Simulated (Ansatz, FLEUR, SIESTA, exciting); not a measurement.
## NaCl: 4 runs at one level of theory

```xyz
2
Lattice="0.0000 2.7941 2.7941 2.7941 0.0000 2.7941 2.7941 2.7941 0.0000" Properties=species:S:1:pos:R:3 pbc="T T T"
Cl    2.7941    2.7941    2.7941
Na    0.0000    0.0000    0.0000
```

The cell is a database's computed one, not the measured one.

Alike in all runs: task band structure; functional BLYP; k mesh 8 × 8 × 8; occupations fermi-dirac, width 0.05 eV; no spin polarisation; no spin-orbit coupling. Pressure is positive in compression and, in plane waves, holds the error of the finite cutoff. Gaps are the smaller of the mesh's and the band path's.

```json
{"program and potentials": "SIESTA, files PseudoDojo sr-pbe-0.4.1-standard, DZP (energy shift 0.003 Ry; two zetas on semicore shells)", "plane-wave cutoff (eV)": "-", "notes": "atomic basis; potentials made for PBE", "band gap (eV)": "5.37", "pressure (GPa)": "2.83"}
{"program and potentials": "Ansatz, all-electron LAPW, scalar-relativistic", "plane-wave cutoff (eV)": "-", "notes": "-", "band gap (eV)": "5.25", "pressure (GPa)": "2.49"}
{"program and potentials": "exciting, all-electron LAPW+lo, shipped species files, valence relativity iora*", "plane-wave cutoff (eV)": "-", "notes": "-", "band gap (eV)": "5.24", "pressure (GPa)": "-"}
{"program and potentials": "FLEUR, all-electron, FLAPW", "plane-wave cutoff (eV)": "-", "notes": "-", "band gap (eV)": "5.24", "pressure (GPa)": "-"}
```

The band gap spans 5.24 (FLEUR, all-electron, FLAPW) to 5.37 eV (SIESTA, files PseudoDojo sr-pbe-0.4.1-standard, DZP (energy shift 0.003 Ry; two zetas on semicore shells)), with all-electron results at 5.24 to 5.25. The pressure spans 2.49 (Ansatz, all-electron LAPW, scalar-relativistic) to 2.83 GPa (SIESTA, files PseudoDojo sr-pbe-0.4.1-standard, DZP (energy shift 0.003 Ry; two zetas on semicore shells)), with all-electron results at 2.49. Rows in atomic bases carry the error of their basis and grid, which can be large.

Differences between rows come from potentials, basis sets and numerical settings, since the functional is the same but for its coding. Runs on potential files found faulty are left out.
